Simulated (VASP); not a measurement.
# Mg (P6/mmm) in VASP: a series of runs

One crystal, Mg, is run at these levels: r2SCAN; tasks: single point.

Everything below comes from runs of VASP 6.6.1. Logs are shortened: lines on timing, memory, paths and dates and some standing lists are left out, and cuts for length are marked.

### 1 The structure

Symmetry: P6/mmm, No. 191, hexagonal system. The conventional cell has a = 3.050 Å, b = 3.050 Å, c = 3.045 Å, α = 90.00°, β = 90.00°, γ = 120.00°. Mg (site symmetry 6/mmm) is surrounded by 8 Mg at 3.04 to 3.05 Å.

This isn't the form of Mg at room conditions, which is hcp.

### 2 Single point, r2SCAN

The input, INCAR:

```
ADDGRID = False
ALGO = Normal
EDIFF = 1E-6
ENCUT = 500
ISIF = 2
ISMEAR = 1
LASPH = True
LCHARG = False
LMIXTAU = True
LREAL = False
LWAVE = False
METAGGA = R2SCAN
NELM = 100
PREC = Accurate
SIGMA = 0.2
```

The input, KPOINTS:

```
k-points
0
Gamma
  15 15 13
```

The input, POSCAR:

```
Mg
1.0
    3.1430880000     -0.0084060000     -0.0278050000
   -1.5788240000      2.6046760000      0.0276970000
   -0.0277550000      0.0158990000      3.0020770000
Mg
1
Direct
   -0.0144770000      0.0117080000      0.0082640000
```

Potentials or basis: VASP PAW PBE potentials, release 64 (Mg).

The run is started by

```bash
$ cat potpaw_PBE.64/Mg/POTCAR > POTCAR
$ mpirun -np 1 vasp_std > vasp.out
```

OUTCAR:

```text
EDIFF = 1E-6
   ENCUT = 500
   ISIF = 2
   ISMEAR = 1
   LASPH = True
   LREAL = False
   METAGGA = R2SCAN
   NELM = 100
   PREC = Accurate

 Found   1463 irreducible k-points:

 Following reciprocal coordinates:
            Coordinates               Weight
  0.000000  0.000000  0.000000      1.000000
  0.066667 -0.000000 -0.000000      2.000000
  0.133333 -0.000000  0.000000      2.000000
  0.200000 -0.000000  0.000000      2.000000
  0.266667 -0.000000  0.000000      2.000000
  0.333333  0.000000  0.000000      2.000000
   k-points           NKPTS =   1463   k-points in BZ     NKDIM =   1463   number of bands    NBANDS=      5
   number of dos      NEDOS =    301   number of ions     NIONS =      1
   total plane-waves  NPLWV =  13824
   dimension x,y,z NGX =    24 NGY =   24 NGZ =   24
   dimension x,y,z NGXF=    48 NGYF=   48 NGZF=   48
   ions per type =               1
   NGX,Y,Z   is equivalent  to a cutoff of  12.69, 13.10, 13.29 a.u.
   NGXF,Y,Z  is equivalent  to a cutoff of  25.39, 26.20, 26.58 a.u.
 SYSTEM =  unknown system
   PREC   = accura    normal or accurate (medium, high low for compatibility)
   ISTART =      0    job   : 0-new  1-cont  2-samecut
   ICHARG =      2    charge: 1-file 2-atom 10-const
   ISPIN  =      1    spin polarized calculation?
   LNONCOLLINEAR =      F non collinear calculations
   LSORBIT =      F    spin-orbit coupling
   LASPH  =      T    aspherical Exc in radial PAW
   ENCUT  =  500.0 eV  36.75 Ry    6.06 a.u.   5.73  5.55  5.47*2*pi/ulx,y,z
   NELM   =    100;   NELMIN=  2; NELMDL= -5     # of ELM steps
   EDIFF  = 0.1E-05   stopping-criterion for ELM
   LREAL  =      F    real-space projection
   EDIFFG = 0.1E-04   stopping-criterion for IOM
   NSW    =      0    number of steps for IOM
   IBRION =     -1    ionic relax: 0-MD 1-quasi-New 2-CG
   NFREE  =      0    steps in history (QN), initial steepest desc. (CG)
   ISIF   =      2    stress and relaxation
   ISYM   =      2    0-nonsym 1-usesym 2-fastsym
   POTIM  = 0.5000    time-step for ionic-motion
   TEBEG  =    0.0;   TEEND  =   0.0 temperature during run
   PSTRESS=    0.0 pullay stress
   NELECT =       2.0000    total number of electrons
   NUPDOWN=      -1.0000    fix difference up-down
   EMIN   =  10.00;   EMAX   =-10.00  energy-range for DOS
   EFERMI =   0.00;   METHOD = LEGACY
   ISMEAR =     1;   SIGMA  =   0.20  broadening in eV -4-tet -1-fermi 0-gaus
   EFERMI_NEDOS =   21; number of points for ismear=-14 and -15
   IALGO  =     38    algorithm
   IMIX   =      4    mixing-type and parameters
     AMIX     =   0.40;   BMIX     =  1.00
     AMIX_MAG =   1.60;   BMIX_MAG =  1.00
  volume/ion in A,a.u.               =      24.53       165.57
  Fermi-wavevector in a.u.,A,eV,Ry     =   0.709836  1.341396  6.855535  0.503868
  Thomas-Fermi vector in A             =   1.796524
   LORBIT       =      0    0 simple, 1 ext, 2 COOP (PROOUT), +10 PAW based schemes
   METAGGA = R2SCAN    functional components
   LHFCALC =     F    Hartree Fock is set to
   AEXX    =    0.0000 exact exchange contribution
   IVDW    =     0    specifies the selected vdW correction
   LEPSILON=     F    determine dielectric tensor
   LRPA    =     F    only Hartree local field effects (RPA)
 non-spin polarized calculation
 Methfessel and Paxton  Order N= 1 SIGMA  =   0.20
  energy-cutoff  :      500.00
  volume of cell :       24.53
 maximum number of plane-waves:       637
   NGX = 11   NGY = 11   NGZ = 11

 number of electron       2.0000000 magnetization

 Free energy of the ion-electron system (eV)
  ---------------------------------------------------
  ext. energy  EPLUGINS =         0.00000000
  ---------------------------------------------------
  free energy    TOTEN  =        -3.86628975 eV

  energy without entropy =       -3.86651903  energy(sigma->0) =       -3.86636618

 E-fermi :   2.3003     XC(G=0):  -8.8381

 val. band max:        2.2965537320   @ k =   0.3333   0.3333  -0.0000
 cond. band min:       2.3004361991   @ k =  -0.0667  -0.2667   0.4615
 fundamental gap:      0.0038824670
 Fermi energy:         2.3002759114

 k-point     1 :       0.0000    0.0000    0.0000
  band No.  band energies     occupation
      1      -4.8352      2.00000
      2      11.0955      0.00000
      3      12.2539      0.00000
      4      14.9002      0.00000
      5      16.1155      0.00000

 k-point     2 :       0.0667   -0.0000   -0.0000
  band No.  band energies     occupation
      1      -4.7355      2.00000
      2      11.0416      0.00000
      3      12.3369      0.00000
      4      13.5444      0.00000
      5      15.0371      0.00000

 k-point     3 :       0.1333   -0.0000    0.0000
  band No.  band energies     occupation
      1      -4.4369      2.00000
      2      10.4398      0.00000
      3      11.9953      0.00000
      4      12.5864      0.00000
      5      14.1031      0.00000

 k-point     4 :       0.2000   -0.0000    0.0000
  band No.  band energies     occupation
      1      -3.9413      2.00000
      2       8.6459      0.00000
      3      11.6397      0.00000
      4      12.9998      0.00000
      5      13.3346      0.00000

 k-point     5 :       0.2667   -0.0000    0.0000
  band No.  band energies     occupation
      1      -3.2515      2.00000
      2       6.6529      0.00000
      3      11.5249      0.00000
      4      12.7123      0.00000
      5      13.5793      0.00000

 k-point     6 :       0.3333    0.0000    0.0000
  band No.  band energies     occupation
      1      -2.3719      2.00000
      2       4.7562     -0.00000
      3      11.3952      0.00000
      4      12.2253      0.00000
      5      14.3208      0.00000

 [... further k-points ...]
[... 5 lines left out ...]
  --------------------------------------------------------------------------------------
  -------------------------------------------------------------------------------------
  Total       -0.2185904      0.1926695      0.1211055      0.0253773      0.0141973     -0.0635571
  in kB      -14.2745290     12.5818296      7.9085090      1.6572034      0.9271184     -4.1504494
  external PRESSURE =       2.0719365 kB  Pullay stress =       0.0000000 kB

 VOLUME and BASIS-vectors are now :
 -----------------------------------------------------------------------------
  energy-cutoff  :      500.00
  volume of cell :       24.53
      direct lattice vectors                 reciprocal lattice vectors
     3.143088000 -0.008406000 -0.027805000     0.318692044  0.193154686  0.001923445
    -1.578824000  2.604676000  0.027697000     0.001010546  0.384559010 -0.002027282
    -0.027755000  0.015899000  3.002077000     0.002942377 -0.001758937  0.333139234

 POSITION                                       TOTAL-FORCE (eV/Angst)
 -----------------------------------------------------------------------------------
      3.07887      0.02234     -0.00227        -0.000000      0.000000      0.000000
 -----------------------------------------------------------------------------------
    total drift:                               -0.000012     -0.000211      0.000217

  FREE ENERGIE OF THE ION-ELECTRON SYSTEM (eV)
  ---------------------------------------------------
  free  energy   TOTEN  =        -3.8662897539 eV

  energy  without entropy=       -3.8665190296  energy(sigma->0) =       -3.86636618
```

Wall time 3.3 min (1 thread of Intel Xeon 6975P-C (Granite Rapids), shared host); peak memory 0.32 GiB.

The run converged, but some of its settings lie outside the range that counts as converged, so its numbers aren't taken as properties of the crystal.

Results:

```yaml
Free_energy: -3.8663 eV
Pressure: 0.2 GPa
Band_gap_on_the_k_mesh: none (metal or under the smearing width)
```

Caveat: the PAW data sets were made with another functional, which shifts forces and pressure a little.

### 3 Single point, r2SCAN

This run uses another cell than the first one, of the same volume but with other edges.

Edit INCAR of step 2 so:

```diff
@@ -13,3 +13,3 @@
 NELM = 100
-PREC = Accurate
+PREC = Low
 SIGMA = 0.2
```

KPOINTS is that of step 2.

The input, POSCAR:

```
Mg
1.0
    3.0502998005      0.0000000000      0.0000000000
   -1.5251499003      2.6416371164      0.0000000000
    0.0000000000      0.0000000000      3.0448375700
Mg
1
Direct
    0.0000000000      0.0000000000      0.0000000000
```

Potentials or basis: VASP PAW PBE potentials, release 64 (Mg).

The run is started by

```bash
$ cat potpaw_PBE.64/Mg/POTCAR > POTCAR
$ mpirun -np 1 vasp_std > vasp.out
```

Wall time 27 s (1 thread of Intel Xeon 6975P-C (Granite Rapids), shared host); peak memory 0.13 GiB.

These settings aren't checked as converged: the numbers below hold their error.

What came out:

| Quantity | Value |
| --- | --- |
| Free energy | -3.8693 eV |
| Pressure | 0.4 GPa |
| Band gap on the k mesh | none (metal or under the smearing width) |

Caveat: the PAW data sets were made with another functional, which shifts forces and pressure a little.

### 4 The reference run

An earlier run on the cell as given: functional PBE; potentials or basis VASP PAW PBE potentials, release 64 (Mg); cutoff 520 eV; k mesh 10 × 10 × 9; occupations fermi-dirac, width 0.05 eV; no spin polarisation.

- Pressure: 1.1 GPa
- Band gap on the k mesh: none (metal or under the smearing width)
